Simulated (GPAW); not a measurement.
Runs of GPAW 26.7.0 on I. It takes space group Cmce (No. 64, orthorhombic). Conventional cell: a = 7.270 Å, b = 4.790 Å, c = 9.793 Å, α = 90.00°, β = 90.00°, γ = 90.00°. I (site symmetry m) is surrounded by 1 I at 2.68 Å. 

| task | level | potentials or basis | band path | band points | gap on the mesh (eV) | pressure (GPa) | V0 of scaled cells (Å³/atom) | B0 (GPa) | largest force (eV/Å) |
| --- | --- | --- | --- | --- | --- | --- | --- | --- | --- |
| band structure | r2SCAN | GPAW PAW data sets (gpaw-data 1.2.1), pw | GXSRAZGYX1A1TY,ZT | 80 | 1.55 | (c) | - | - | (b) |
| equation of state | LDA | the program's PAW data sets (release 1.2.1) made for this functional, pw | - | - | - | - | 41.62 | 28 | - |
| equation of state | PBEsol | PAW data sets generated in the run's folder for this functional, pw | - | - | - | - | 43.19 | 24 | - |
| band structure | PBEsol | PAW data sets generated in the run's folder for this functional, pw | GXSRAZGYX1A1TY,ZT | 80 | (a) | 0.3 | - | - | 0.91 |
| band structure | LDA | the program's PAW data sets (release 1.2.1) made for this functional, pw | GXSRAZGYX1A1TY,ZT | 80 | 1.20 | -0.6 | - | - | 0.88 |

Alike in all rows: no spin polarisation; cell as given; k mesh 6 × 6 × 3; cutoff (eV) 600; smearing fermi-dirac 0.05 eV.

Estimate the missing entries.

(a) 1.25; (b) 0.78; (c) 1.5.

Caveats: spin-orbit coupling is left out, which moves the levels of the heavy elements (some runs); the cell was scaled at fixed shape and fractional positions, which overstates the stiffness of a crystal with free parameters, most of all of layers and chains (some runs); the PAW data sets were made with another functional, which shifts forces and pressure a little (some runs).

A k mesh can miss the band edges, and the runs leave out spin-orbit coupling on I.

Runs at the PBE level aren't shown here.
